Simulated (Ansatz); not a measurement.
The system is YN.

```
Y N
1.0
     0.00000    2.43850    2.43850
     2.43850    0.00000    2.43850
     2.43850    2.43850    0.00000
Y N
1 1
Direct
  0.00000 0.00000 0.00000
  0.50000 0.50000 0.50000
```

Base run:

- Program: Ansatz 0.2.0
- Functional: BLYP
- Potentials or basis: Ansatz PAW
- Cutoff: 420 eV (not typed: the program's choice for these potentials)
- k mesh: 9 × 9 × 9
- Occupations: fermi-dirac, width 0.05 eV
- Spin: no spin polarisation

Its results: band gap on the k mesh 0.38 eV, indirect (least direct gap 0.77 eV); pressure 7.9 GPa.

Q: After a change of settings the same cell gave: band gap on the k mesh 0.16 eV, indirect (least direct gap 0.56 eV); pressure -2.1 GPa. Which change was it?
A. functional from BLYP to revPBE
B. functional from BLYP to PBEsol
C. functional from BLYP to r2SCAN; cutoff from 420 eV (not typed: the program's choice for these potentials) to 500 eV (not typed: the program's choice for these potentials)
D. functional from BLYP to RPBE

A: B.

PBEsol binds more tightly than BLYP, so the same cell stands under less pressure.

Caveats: the k mesh misses the band edges, so the gap on the mesh is wider than the one along the path; the PAW data sets come from PBE, with cores solved anew for the run's functional, which leaves a small shift of forces and pressure.
